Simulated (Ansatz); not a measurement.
## Eu in Ansatz: the effect of functional

Crystal: Eu.

```
CELL_PARAMETERS angstrom
-2.31825 2.31825 2.31825
2.31825 -2.31825 2.31825
2.31825 2.31825 -2.31825
ATOMIC_POSITIONS crystal
Eu 0.00000 0.00000 0.00000
```

The cell isn't the ideal one: volume scaled by 1.02.

Alike in all runs:

| Property | Result |
| --- | --- |
| Program | Ansatz 0.2.0 |
| Task | single point |
| Potentials or basis | Ansatz PAW |
| k mesh | 8 × 8 × 8 |
| Occupations | fermi-dirac, width 0.05 eV |
| Spin | collinear spin, ferromagnetic start |
| Starting moments | [7.0] μB |

| functional | cutoff | pressure (GPa) | moment (μB) |
| --- | --- | --- | --- |
| LDA | 420 eV (not typed: the program's choice for these potentials) | -3.7 | 7.30 |
| r2SCAN | 500 eV (not typed: the program's choice for these potentials) | -1.4 | 7.74 |
| PBE | 420 eV (not typed: the program's choice for these potentials) | ? | ? |

What does the run with functional PBE give?

Pressure -1.7 GPa; moment 7.38 μB.

Caveats: the PAW data sets come from PBE, with cores solved anew for the run's functional, which leaves a small shift of forces and pressure (some runs); the magnetic or orbital state may not be the lowest (some runs).
